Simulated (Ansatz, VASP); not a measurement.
**Two plane-wave programs on BP**

```
B P
1.0
     5.15769    0.00000    0.00000
     0.00000    5.15769    0.00000
     0.00000    0.00000    5.15769
B P
4 4
Direct
  0.87500 0.87500 0.87500
  0.62500 0.12500 0.37500
  0.12500 0.37500 0.62500
  0.37500 0.62500 0.12500
  0.37500 0.37500 0.37500
  0.12500 0.62500 0.87500
  0.62500 0.87500 0.12500
  0.87500 0.12500 0.62500
```

Alike in both runs: task single point; functional PBE; k mesh 4 × 4 × 4; occupations gaussian, width 0.1 eV; no spin polarisation.

|  | VASP | Ansatz |
| --- | --- | --- |
| version | VASP 6.6.1 | Ansatz 0.2.0 |
| potentials or method | VASP PAW PBE potentials, release 64 (B, P) | scalar-relativistic, plane waves, PAW |
| plane-wave cutoff (eV) | 520 | 420 |
| valence electrons in the cell | 32 | 32 |

|  | VASP | Ansatz | Ansatz less VASP |
| --- | --- | --- | --- |
| gap on the k mesh at the Fermi level (eV) | none | none | - |
| pressure (GPa) | 9.5 | 9.7 | +0.20 |

A gap of «none» marks a metal or a gap that the smearing closes.
